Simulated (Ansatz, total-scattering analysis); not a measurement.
## Assigning the peaks of a pair distribution function

The sample: Al2O3 (Al 40.0, O 60.0 atom %) at 2500 K, fixed volume (mean pressure 0.6 GPa), ρ₀ = 0.0842 Å⁻³. The data come from ab initio molecular dynamics with Ansatz (PBE-D3(BJ), plane waves, PAW default files, Langevin thermostat, no spin, fixed volume). The average runs over 1.54 ps of 70 atoms, so shells between rare elements are rough. Mean temperature 2634 K, largest m.s.d. 3.92 Å², energy drift +7 meV an atom (last third less first, no steady trend), Langevin friction 10 ps⁻¹; the first quarter of the run is discarded. Start: last frame of a classical run of this cell at the same density and temperature. It is a liquid.

S(Q) is the Faber–Ziman total, Σ ci cj fi fj (Sij − 1)/⟨f⟩² + 1. Below 4 Å⁻¹ the partials are summed on the cell's own reciprocal vectors (from 0.67 Å⁻¹) and folded with a Gaussian of σ = 0.15 Å⁻¹; above it they are transforms of g(r) out to 6.4 Å, tapered over the last 40 %. The fold lowers sharp peaks, and with so few vectors their positions are good to about 0.1 Å⁻¹. X-rays take neutral-atom form factors, neutrons coherent lengths (Al 3.449, O 5.8037 fm). G(r) = 4πrρ₀[g(r) − 1] carries the resolution of a Lorch-windowed transform up to 20 Å⁻¹. The patterns are simulated, not measured. The cell is small: beyond half the box only the part of each shell inside it is counted, and low-Q values rest on few vectors.

X-ray, Q (Å⁻¹) and value: 0.6 0.12, 0.9 0.13, 1.2 0.27, 1.5 0.41, 1.8 0.67, 2.1 0.79, 2.4 0.81, 2.7 0.75, 3.0 0.70, 3.3 0.85, 3.6 0.99, 3.9 1.17, 4.2 1.30, 4.5 1.35, 4.8 1.25, 5.1 1.04, 5.4 0.84, 5.7 0.78, 6.0 0.82, 6.3 0.88, 6.6 0.94, 6.9 1.00, 7.2 1.07, 7.5 1.11, 7.8 1.11, 8.1 1.08, 8.4 1.03, 8.7 0.99, 9.0 0.95, 9.3 0.93, 9.6 0.93, 9.9 0.95, 10.2 0.98, 10.5 1.01, 10.8 1.03, 11.1 1.04, 11.4 1.04, 11.7 1.03, 12.0 1.02

neutron, Q (Å⁻¹) and value: 0.6 0.11, 0.9 0.10, 1.2 0.21, 1.5 0.29, 1.8 0.43, 2.1 0.55, 2.4 0.87, 2.7 1.18, 3.0 0.96, 3.3 0.86, 3.6 0.91, 3.9 1.04, 4.2 1.16, 4.5 1.25, 4.8 1.23, 5.1 1.11, 5.4 0.94, 5.7 0.83, 6.0 0.81, 6.3 0.85, 6.6 0.92, 6.9 1.00, 7.2 1.08, 7.5 1.11, 7.8 1.10, 8.1 1.07, 8.4 1.03, 8.7 0.99, 9.0 0.96, 9.3 0.94, 9.6 0.94, 9.9 0.96, 10.2 0.99, 10.5 1.01, 10.8 1.03, 11.1 1.03, 11.4 1.03, 11.7 1.02, 12.0 1.01

G(r):

X-ray, r (Å) and value: 1.0 -1.06, 1.1 -1.16, 1.2 -1.23, 1.3 -1.32, 1.4 -1.38, 1.5 -1.07, 1.6 -0.02, 1.7 1.37, 1.8 2.08, 1.9 1.66, 2.0 0.55, 2.1 -0.46, 2.2 -1.04, 2.3 -1.27, 2.4 -1.22, 2.5 -0.99, 2.6 -0.68, 2.7 -0.34, 2.8 -0.01, 2.9 0.28, 3.0 0.50, 3.1 0.63, 3.2 0.64, 3.3 0.55, 3.4 0.39, 3.5 0.22, 3.6 0.06, 3.7 -0.03, 3.8 -0.04, 3.9 -0.01, 4.0 0.05, 4.1 0.15, 4.2 0.24, 4.3 0.27, 4.4 0.22, 4.5 0.12, 4.6 0.00, 4.7 -0.11, 4.8 -0.18, 4.9 -0.18, 5.0 -0.13, 5.1 -0.08, 5.2 0.00, 5.3 0.10, 5.4 0.20, 5.5 0.24, 5.6 0.24, 5.7 0.24

neutron, r (Å) and value: 1.0 -1.04, 1.1 -1.15, 1.2 -1.25, 1.3 -1.36, 1.4 -1.43, 1.5 -1.19, 1.6 -0.32, 1.7 0.81, 1.8 1.38, 1.9 1.00, 2.0 0.04, 2.1 -0.79, 2.2 -1.17, 2.3 -1.12, 2.4 -0.73, 2.5 -0.21, 2.6 0.28, 2.7 0.64, 2.8 0.86, 2.9 0.95, 3.0 0.90, 3.1 0.73, 3.2 0.47, 3.3 0.19, 3.4 -0.03, 3.5 -0.17, 3.6 -0.25, 3.7 -0.30, 3.8 -0.31, 3.9 -0.31, 4.0 -0.28, 4.1 -0.21, 4.2 -0.13, 4.3 -0.05, 4.4 0.00, 4.5 0.02, 4.6 0.03, 4.7 0.05, 4.8 0.09, 4.9 0.15, 5.0 0.23, 5.1 0.32, 5.2 0.40, 5.3 0.46, 5.4 0.47, 5.5 0.41, 5.6 0.28, 5.7 0.12

Q: Assign the low-r maxima. Which coordination numbers can be read off, and what are they?

Each pair enters with the weight ci cj fi fj (2 − δij)/⟨f⟩², taking f = Z for X-rays at Q = 0: O–O 0.23 / 0.51; Al–O 0.50 / 0.41; Al–Al 0.27 / 0.08 (X-ray / neutron).

| radiation | maximum (Å) | G (Å⁻²) | pairs that make it (share of the curvature of G, each pair at the same resolution) |
| --- | --- | --- | --- |
| X-ray | 1.81 | 2.11 | Al–O 99 % |
| X-ray | 3.16 | 0.65 | Al–Al 82 %, O–O 18 % |
| X-ray | 4.29 | 0.27 | Al–O 97 % |
| neutron | 1.81 | 1.40 | Al–O 100 % |
| neutron | 2.91 | 0.95 | O–O 92 % |

Where a peak stands clear its area gives a rough count; most overlap. The maxima can be assigned, but 2 totals can't separate 3 partials, so the counts below come from the model itself.

From the coordinates:

| pair | first peak (Å) | g there | first minimum (Å) | g there | neighbours |
| --- | --- | --- | --- | --- | --- |
| Al–O | 1.78 | 5.2 | 2.66 | 0.32 | 4.7 O per Al, 3.1 Al per O |
| O–O | 2.84 | 2.2 | 4.08 | 0.63 | 13.4 |
| Al–Al | 3.22 | 2.1 | 4.08 | 0.72 | 9.3 |

Bonded neighbours (only these pairs count: cutoffs Al–O 2.66 Å): Al: 3 1.7 %, 4 37 %, 5 47 %, 6 13 %, 7 1.0 %; O: 2 11 %, 3 64 %, 4 23 %, 5 1.9 %. For Al–O g doesn't fall to zero at the cutoff, so those shares hang on where it is put. Oxygen by network formers bound (Si, B, P, Ge and Al count): two 11 %, three or more 89 %. O–Al–O peak at 92° and Al–O–Al peak at 98°. These counts come from 15 frames.

Unlike atoms are nearest: the pair functions peak at 1.78 Å (Al–O) and 2.84 Å (O–O). The ratio of these peaks, 1.59 (±0.04), compares with 1.73 for a triangle, 1.63 for a tetrahedron and 1.41 for an octahedron, and Al has 4.7 anions. The weights that differ most between the probes (X-ray, neutron): O–O 0.23 and 0.51, Al–Al 0.27 and 0.08 and Al–O 0.50 and 0.41. At 2.70 Å⁻¹ neutrons show a peak (1.19) where X-rays give 0.75: term by term, w(S − 1) with f = Z as a rough X-ray weight: O–O +0.82 against +0.37, Al–Al +0.08 against +0.25 and Al–O -0.71 against -0.87 (neutron against X-ray).
